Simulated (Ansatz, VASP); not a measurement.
# Nb in VASP and in Ansatz

The input INCAR:

```
SYSTEM = Nb
PREC = Accurate ; ENCUT = 520
EDIFF = 1E-6 ; ISMEAR = -1
SIGMA = 0.05 ; LREAL = .False.
LASPH = .True. ; NELM = 80
ALGO = Normal ; ISIF = 2
LWAVE = .False. ; LCHARG = .False.
GGA = CA ; NBANDS = 12
```

KPOINTS

```
regular mesh
0
Gamma
  14 14 14
  0 0 0
```

POSCAR

```
Nb
1.0
    2.2437294291      0.0000000000      0.0000000000
    0.0000000000      2.2437294291      0.0000000000
    0.0000000000      0.0000000000      2.2437294291
Nb
1
Direct
    0.0000000000      0.0000000000      0.0000000000
```

Input for Ansatz:

```yaml
crystal:
  lattice:
    - [2.2437294291, 0.0, 0.0]
    - [0.0, 2.2437294291, 0.0]
    - [0.0, 0.0, 2.2437294291]
  atoms:
    - { symbol: Nb, position: [0.0, 0.0, 0.0] }
kpoints:
  mp_grid: { grid: [14, 14, 14] }
scf:
  occupations: { method: fermi_dirac, width: 0.05 }
hamiltonian:
  xc: lda
  pseudopotentials: { kind: all_electron, lapw: { basis_error: 0.001 } }
output:
  forces: true
  stress: true
  eigenvalues: true
  populations: true
```

Change from the starting cell: volume scaled by 0.6, LAPW.

Alike in both runs: task single point; functional LDA; k mesh 14 × 14 × 14; occupations fermi-dirac, width 0.05 eV; no spin polarisation.

|  | VASP | Ansatz |
| --- | --- | --- |
| version | VASP 6.6.1 | Ansatz 0.2.0 |
| potentials or method | VASP PAW LDA potentials, release 64 (Nb_sv) | all-electron LAPW, scalar-relativistic |
| plane-wave cutoff (eV) | 520 | see its input |

```csv
,VASP,Ansatz,Ansatz less VASP
pressure (GPa),213.8,212.6,-1.11
```

Ansatz ran all-electron here, so the differences hold the error of VASP's frozen core and of both bases.

Caveats: the cell as given lies far from equilibrium; so large a pressure means that the cell lies far from this level's equilibrium, or that cutoff or potentials fall short (VASP).
